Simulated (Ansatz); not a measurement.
**PbSe: band gap under strain**

How does strain move the band edges of rocksalt PbSe, and do the functionals agree on it? States: no strain; -1.0 % strain along [111] alone; +4.0 % biaxial strain in x and y, free along z.

Code: Ansatz 0.2.0. PAW datasets, plane waves. Spin-unpolarised throughout; all numbers are computed.

**1. The cell**

The unstrained cell was relaxed with r2SCAN; in each strained cell the atoms were relaxed again with r2SCAN. Names of k-points are those of the unstrained zone, where strain can split equivalent points. First state: no strain.

The symmetry is Fm-3m (No. 225, cubic); conventional cell a = 6.177 Å, 29.47 Å³ an atom. Near Pb stand 6 Se at 3.09 Å; near Se stand 6 Pb at 3.09 Å.

Coordinates:

```cif
data_structure
_symmetry_space_group_name_H-M 'Fm-3m'
_symmetry_Int_Tables_number 225
_cell_length_a 6.1774
_cell_length_b 6.1774
_cell_length_c 6.1774
_cell_angle_alpha 90.000
_cell_angle_beta 90.000
_cell_angle_gamma 90.000
_cell_volume 235.73
loop_
_atom_site_label
_atom_site_type_symbol
_atom_site_symmetry_multiplicity
_atom_site_Wyckoff_symbol
_atom_site_fract_x
_atom_site_fract_y
_atom_site_fract_z
_atom_site_occupancy
Pb1 Pb 4 a 0.00000 0.00000 0.00000 1
Se1 Se 4 b 0.50000 0.00000 0.00000 1
```

**2. No strain: PBE**

input.yaml

```yaml
crystal:
  lattice:
    - [0.0, 3.0887022191, 3.0887022191]
    - [3.0887022191, 0.0, 3.0887022191]
    - [3.0887022191, 3.0887022191, 0.0]
  atoms:
    - { symbol: Pb, position: [0.0, 0.0, 0.0] }
    - { symbol: Se, position: [0.5, 0.5, 0.5] }
kpoints:
  mp_grid: { grid: [8, 8, 8] }
  band_path:
    path:
      - [0.0, 0.0, 0.0]
      - [0.5, 0.0, 0.5]
      - [0.625, 0.25, 0.625]
      - [0.375, 0.375, 0.75]
      - [0.5, 0.5, 0.5]
      - [0.5, 0.25, 0.75]
      - [0.0, 0.0, 0.5]
    npoints: 1
hamiltonian:
  xc: pbe
scf:
  occupations: { method: fermi_dirac, width: 0.02 }
  n_extra_bands: 4
output:
  forces: true
  stress: true
  eigenvalues: true
```

Started as:

```console
$ ansatz run input.yaml --threads 2 --pin off --max-ram 2211MiB --backend cpu --events-out ev --progress --plain --runs-dir out
```

Further steps of the session: No strain: r2SCAN; No strain: HSE06; -1.0 % strain along [111] alone: PBE; -1.0 % strain along [111] alone: r2SCAN; -1.0 % strain along [111] alone: HSE06; +4.0 % biaxial strain in x and y, free along z: PBE; +4.0 % biaxial strain in x and y, free along z: r2SCAN; +4.0 % biaxial strain in x and y, free along z: HSE06.

**Question.** What will these runs give?

The runs gave:

Least gap in eV (negative: overlap), with the change from the unstrained cell in brackets:

| state | volume change (%) | PBE | r2SCAN | HSE06 |
| --- | --- | --- | --- | --- |
| no strain | +0.0 | 0.37 | 0.66 | 0.79 |
| -1.0 % strain along [111] alone | -1.0 | 0.28 (-0.09) | 0.57 (-0.09) | 0.69 (-0.10) |
| +4.0 % biaxial strain in x and y, free along z | +7.3 | 0.51 (+0.14) | 0.80 (+0.14) | 0.96 (+0.17) |

**Reading.** With HSE06, of the states in the table +4.0 % biaxial strain in x and y, free along z shifts the gap most, by +0.172 eV. PBE and HSE06 differ by 0.42 eV on the unstrained gap, and by at most 0.03 eV on its change: the two disagree on the size of the gap but agree on its response to strain. In PBE the gap turns indirect under -1.0 % strain along [111] alone. Spin-orbit coupling is left out of the table, though the cell holds Pb (Z = 82); in an element this heavy it can shift bands and gaps by tenths of an eV.
